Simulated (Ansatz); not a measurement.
Crystal: Ca.

```
Ca
1.0
     3.98000    0.00000    0.00000
    -1.99000    3.44678    0.00000
     0.00000    0.00000    6.52000
Ca
2
Cartesian
  1.9900 1.1489 4.8900
  0.0000 2.2979 1.6300
```

This isn't the form of Ca at room conditions, which is fcc.

```yaml
Program: Ansatz 0.2.0
Task: relaxation of cell and atoms
Functional: PBE
Dispersion: D4
Potentials_or_basis: all-electron LAPW, scalar-relativistic
Basis_error_allowed: 0.001 eV/atom
k_mesh: 8 × 8 × 4
Occupations: fermi-dirac, width 0.05 eV
Spin: no spin polarisation
```

At the start: volume 44.72 Å³/atom.

**Question.** How do energy, volume and symmetry change on relaxing?

**Answer.** Over 8 steps the energy falls by 16.7 meV/atom and the volume is 41.84 Å³/atom (-6.4 %); space group P6_3/mmc (No. 194, to 0.05 Å).

Step by step:
```tsv
step	energy change (eV)	largest force (eV/Å)	volume (Å³)
1	0.0000	0.0000	89.44
2	-0.0245	0.0000	85.97
3	-0.0334	0.0000	83.72
4	-0.0334	0.0000	83.71
5	-0.0334	0.0000	83.70
6	-0.0335	0.0000	83.66
7	-0.0335	0.0000	83.68
8	-0.0335	0.0000	83.68
```

Final structure:
```cif
data_structure
_symmetry_space_group_name_H-M 'P 1'
_symmetry_Int_Tables_number 1
_cell_length_a 3.8787
_cell_length_b 3.8787
_cell_length_c 6.4223
_cell_angle_alpha 90.000
_cell_angle_beta 90.000
_cell_angle_gamma 120.000
_cell_volume 83.68
loop_
_atom_site_label
_atom_site_type_symbol
_atom_site_fract_x
_atom_site_fract_y
_atom_site_fract_z
_atom_site_occupancy
Ca1 Ca 0.66667 0.33333 0.75000 1
Ca2 Ca 0.33333 0.66667 0.25000 1
```
